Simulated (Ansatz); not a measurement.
# NaH: a film clamped to a substrate

Computed with Ansatz 0.2.0, DFT PBE, scalar-relativistic, plane waves, PAW. Cutoff 420 eV, Γ-centred 10×10×10 k-points, Gaussian smearing of 0.05 eV. No spin polarisation. Energies are free energies at this smearing, counted from the undisturbed cell; pressure is positive in compression.

Reference structure (as given, not relaxed at this level; it stands at 0.2 GPa; this CsCl-type form isn't the usual structure):

```
CELL_PARAMETERS angstrom
2.95512 0.00000 0.00000
0.00000 2.95512 0.00000
0.00000 0.00000 2.95512
ATOMIC_POSITIONS crystal
Na 0.00000 0.00000 0.00000
H 0.50000 0.50000 0.50000
```

The cell (2 atoms, V0 = 25.81 Å³) is strained by p along both x and y and by q along z, fractional coordinates fixed. τp = (1/V0) ∂E/∂p = (σxx + σyy)(1 + p)(1 + q) and τq = (1/V0) ∂E/∂q = σzz(1 + p)², with tension positive.

```
     p q  ΔE (meV/atom)  τp (GPa)  τq (GPa)
 0.000   0.000           0.00     -0.45     -0.22
-0.025   0.000           5.49     -5.12      0.42
 0.025   0.000           3.27      3.60     -0.90
 0.000  -0.025           3.05      0.20     -2.86
 0.000   0.025           1.99     -1.13      2.16
```

Q: Get the second derivatives of the energy density.

A: Central differences give A = ∂τp/∂p = 174 GPa (C11 + C22 + 2 C12), C = ∂τq/∂q = 100 GPa (C33) and the cross term B = ∂τq/∂p = -26.4 GPa (C13 + C23); ∂τp/∂q = -26.5 GPa must equal B, and any difference shows higher-order terms. The ions are clamped. In a cubic crystal C11 = C = 100, C12 = B/2 = -13.2 GPa and A should be 2(C11 + C12) = 174 GPa; the bulk modulus is (C11 + 2 C12)/3 = 24.6 GPa.

Q: A film of this crystal grows with z along the normal on a substrate that imposes p. How does its thickness respond, and what does the misfit cost?

A: Count p and q from the stress-free cell. A free surface needs τq = 0, so q = −(B/C) p = 0.26 p. The energy density left is (A − B²/C) p²/2 = M p², with the biaxial modulus M = 84 GPa; a misfit of 1 % costs 0.67 meV/atom, against 0.70 meV/atom if the thickness were held.

At p = -0.050 the energies along q are 28.2 (q = -0.050), 21.7 (q = -0.025), 21.1 (q = 0.000), 25.7 (q = 0.025), 35.0 (q = 0.050) meV/atom.

Q: Does the linear rule hold at this misfit?

A: A parabola through the lowest point and its neighbours has its minimum at q = -0.009, 20.7 meV/atom. With the stress left in the starting cell, τp0 and τq0, linear elasticity gives q = −(τq0 + Bp)/C = -0.011 and E = V0(τp0 p + τq0 q + Ap²/2 + Bpq + Cq²/2)/N = 18.9 meV/atom. The two agree within a tenth in energy.